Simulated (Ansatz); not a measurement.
Program: Ansatz.

input.yaml

```yaml
accuracy: low
crystal:
  lattice:
    - [5.32, 0.0, 0.0]
    - [-3.99, 6.910883, 0.0]
    - [0.0, 0.0, 4.93696]
  atoms:
    - { symbol: Zn, position: [0.00433813, -0.04236213, -0.01795503] }
    - { symbol: Zn, position: [0.19052094, 0.27462583, 0.56836705] }
    - { symbol: Zn, position: [-0.04302538, 0.28215045, 0.01140309] }
    - { symbol: Zn, position: [0.14197469, 0.55161037, 0.37309348] }
    - { symbol: Zn, position: [-0.02130318, 0.65444118, -0.00911978] }
    - { symbol: Zn, position: [0.21515769, 0.86690271, 0.43518433] }
    - { symbol: Zn, position: [0.44255091, -0.03052129, -0.04833927] }
    - { symbol: Zn, position: [0.60484123, 0.20336827, 0.52506587] }
    - { symbol: Zn, position: [0.47137524, 0.30545312, 0.01012502] }
    - { symbol: Zn, position: [0.68124686, 0.55752075, 0.51216376] }
    - { symbol: Zn, position: [0.4563015, 0.6172998, 0.00859416] }
    - { symbol: Zn, position: [0.70450934, 0.8907624, 0.56259274] }
    - { symbol: H, position: [0.94917902, 1.05361663, 0.3453305] }
basis:
  ecutwfc: 420.0
kpoints:
  mp_grid: { grid: [3, 2, 3] }
hamiltonian:
  xc: pbe
scf:
  occupations: { method: fermi_dirac, width: 0.05 }
  lower_state_search: "off"
  max_iter: 69
md:
  timestep: 2.0
  n_steps: 25
  ensemble: langevin
  temperature: 1260.0
  initial_velocities: maxwell_boltzmann
  seed: 19537
```

Command:

```bash
$ ansatz run input.yaml --threads 2 --pin off --max-ram 5120MiB --backend cpu --events-out ev --progress --plain --runs-dir out
```

**Question.** What happens when this is run?

**Answer.** The input was rejected before any iteration.

```
Error: YAML parse error: error: line 34 column 13: unknown variant `langevin`, expected one of nve, nve_milne, nvt_langevin, nvt_nose_hoover, npt_langevin
  --> <input>:34:13
   |
32 |   timestep: 2.0
33 |   n_steps: 25
34 |   ensemble: langevin
   |             ^ unknown variant `langevin`, expected one of nve, nve_milne, nvt_langevin, nvt_nose_hoover, npt_langevin
35 |   temperature: 1260.0
36 |   initial_velocities: maxwell_boltzmann
```
